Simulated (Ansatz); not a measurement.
P under changes of volume

One of the cells (20.458 Å³/atom); the others are scaled copies at fixed shape and fractional positions:

```xyz
4
Lattice="1.6477 -5.4650 0.0000 1.6477 5.4650 0.0000 0.0000 0.0000 4.5436" Properties=species:S:1:pos:R:3 pbc="T T T"
P     1.6477   -4.4173    2.6754
P     1.6477    4.4173    1.8683
P     1.6477   -1.0477    0.4035
P     1.6477    1.0477    4.1401
```

```yaml
Program: Ansatz 0.2.0
Functional: LDA
Potentials_or_basis: JTH PAW LDA
Cutoff: 870 eV
Density_cutoff: 4350 eV
k_mesh: 8 × 8 × 6
Occupations: fermi-dirac, width 0.05 eV
Spin: no spin polarisation
```

| volume (Å³/atom) | energy over the lowest point (meV/atom) | pressure (GPa) | gap on the mesh (eV) | largest force (eV/Å) |
| --- | --- | --- | --- | --- |
| 19.230 | 5.26 | 2.9 | 0.07 | 0.724 |
| 19.639 | 0.37 | 1.0 | 0.06 | 0.523 |
| 20.049 | 0.00 | -0.7 | 0.04 | 0.341 |
| 20.458 | ? | ? | ? | ? |
| 20.867 | 10.95 | -3.5 | 0.02 | 0.104 |
| 21.276 | 21.47 | -4.7 | 0.05 | 0.194 |
| 21.685 | 34.89 | -5.8 | 0.09 | 0.322 |

Question: What does the run at 20.458 Å³/atom give?

Answer: Energy over the lowest point 3.67 meV/atom; pressure -2.2 GPa; gap on the mesh 0.01 eV; largest force 0.182 eV/Å.

Worked out: A Birch-Murnaghan fit of order 3 (a polynomial in V^(-2/3)) to the other rows has its minimum at 19.88 Å³/atom with B0 = V·E''(V) = 80 GPa and B' = 4.4 at fixed shape and positions, which overstates the stiffness. It gives 3.67 meV/atom at 20.458 Å³/atom, against the run's 3.67, and -dE/dV = -2.2 GPa, against -2.2.

Energies are extrapolated to zero smearing.

A mesh can miss the band edges.
